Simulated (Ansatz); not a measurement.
Is this LiCl structure stable?

The cell was reached from a generator's guess, though it ends in a space group that the Crystallography Open Database lists for this formula.

Method: DFT PBE, scalar-relativistic, plane waves, PAW (Ansatz). Settings of the last relaxation (2-atom cell): 420 eV, 8×8×8 k points, Gaussian smearing of 0.02 eV, no spin polarisation.

Space group Fm-3m (No. 225). a = 5.149 Å, b = 5.149 Å, c = 5.149 Å, α = 90.00°, β = 90.00°, γ = 90.00°
```json
{"atom": "Li", "site": "4a", "symmetry": "m-3m", "x": "0.0000", "y": "0.0000", "z": "0.0000"}
{"atom": "Cl", "site": "4b", "symmetry": "m-3m", "x": "0.5000", "y": "0.0000", "z": "0.0000"}
```

Formation energies are uncorrected and refer to the elements' standard structures at the same level (Cl₂ as a molecule).

Problem. These tests were run: energy against the elements; random kick, then relaxation without symmetry; phonons on a 4×4×4 q mesh. What do they show?

Solution.

| test | result |
| --- | --- |
| energy against the elements | −1.852 eV/atom |
| random kick, then relaxation without symmetry | returns |
| phonons on a 4×4×4 q mesh | no imaginary mode on the mesh |

It fails none of these tests. Other phases of the system weren't compared here, so this isn't yet thermodynamic stability.

The kick test ran on a coarse mesh. The run for the phonons used an 8×8×8 k mesh.
